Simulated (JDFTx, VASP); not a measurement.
Given: the input of a run of JDFTx 1.7.0 (patched build) on PtSe2 (Sudovikovite). 

Contents of PtSe2.in:

```
lattice \
    7.0373400881    -3.5186700441     0.0000000000 \
    0.0000000000     6.0945152914     0.0000000000 \
    0.0000000000     0.0000000000     9.5657936429
coords-type Lattice
ion Pt     0.0000000000     0.0000000000     0.0000000000 1
ion Se     0.6666666667     0.3333333333     0.7500000000 1
ion Se     0.3333333333     0.6666666667     0.2500000000 1

ion-species pseudo/Pt.upf
ion-species pseudo/Se.upf
elec-cutoff 43 344
elec-ex-corr gga-PBEsol
kpoint-folding 8 8 5
elec-smearing Fermi 0.0018374661
elec-n-bands 33
electronic-SCF nIterations 100 energyDiffThreshold 1e-09
electronic-minimize nIterations 30 energyDiffThreshold 1e-7
converge-empty-states yes
forces-output-coords Cartesian

dump-name run.$VAR
dump End Ecomponents EigStats BandEigs Kpoints Forces Stress
```

Potentials or basis: PseudoDojo-SR-PBEsol-0.4.1-standard with smoothed tails.

Command:

```sh
$ jdftx -c 1 -i PtSe2.in -o PtSe2.out
```

Translate it to VASP 6.6.1. Potentials or basis there: PBE PAW files Pt, Se, 520 eV.

As run (cutoffs and basis follow the program's own potentials, and thresholds, step limits or extra output files can differ):

INCAR

```
SYSTEM = PtSe2
  PREC = Accurate
  ENCUT = 520
  EDIFF = 1E-7
  ISMEAR = -1
  SIGMA = 0.05
  LREAL = .False.
  LASPH = .True.
  NELM = 60
  ALGO = Normal
  ISIF = 2
  LWAVE = .False.
  LCHARG = .False.
  GGA = PS
  NBANDS = 18
```

The input KPOINTS:

```
regular mesh
0
Gamma
  8 8 5
  0 0 0
```

POSCAR

```
PtSe2
1.0
    3.7240000000      0.0000000000      0.0000000000
   -1.8620000000      3.2250786037      0.0000000000
    0.0000000000      0.0000000000      5.0620000000
Pt Se
1 2
Direct
    0.0000000000      0.0000000000      0.0000000000
    0.6666666667      0.3333333333      0.7500000000
    0.3333333333      0.6666666667      0.2500000000
```

Potentials or basis: VASP PAW PBE potentials, release 64 (Pt, Se).

The run is started by

```sh
$ cat potpaw_PBE.64/Pt/POTCAR potpaw_PBE.64/Se/POTCAR > POTCAR
$ mpirun -np 1 vasp_std > vasp.out
```

Both were run:

|  | JDFTx | VASP |
| --- | --- | --- |
| Pressure | 2.0 GPa | 2.2 GPa |
| Largest force | 0.335 eV/Å | 0.356 eV/Å |

The potentials hold 50 and 22 valence electrons a cell.

VASP's potentials were made for PBE.

Pressure is positive in compression.
